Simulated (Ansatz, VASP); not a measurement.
## Hf: VASP beside Ansatz

```
CELL_PARAMETERS angstrom
3.24323 0.00000 0.00000
-1.62161 2.80872 0.00000
0.00000 0.00000 10.46004
ATOMIC_POSITIONS crystal
Hf 0.00000 0.00000 0.00000
Hf 0.00000 0.00000 0.50000
Hf 0.33333 0.66667 0.75000
Hf 0.66667 0.33333 0.25000
```

Alike in both runs: task single point; functional PBE; k mesh 6 × 6 × 2; occupations gaussian, width 0.1 eV; no spin polarisation.

|  | VASP | Ansatz |
| --- | --- | --- |
| version | VASP 6.6.1 | Ansatz 0.2.0 |
| potentials or method | VASP PAW PBE potentials, release 64 (Hf_pv) | scalar-relativistic, plane waves, PAW |
| plane-wave cutoff (eV) | 520 | 420 |
| valence electrons in the cell | 40 | 104 |

|  | VASP | Ansatz | Ansatz less VASP |
| --- | --- | --- | --- |
| gap on the k mesh at the Fermi level (eV) | none | none | - |
| pressure (GPa) | -5.5 | -5.1 | +0.42 |
| largest component of the traceless stress (GPa) | 0.22 | 0.18 | -0.040 |

A gap of «none» marks a metal or a gap that the smearing closes. The two sets of potentials don't hold the same shells in valence.

Caveats: the k mesh is coarse (spacing up to 0.37 Å⁻¹), so the values aren't converged. Spin-orbit coupling is left out, which matters for the levels of Hf.
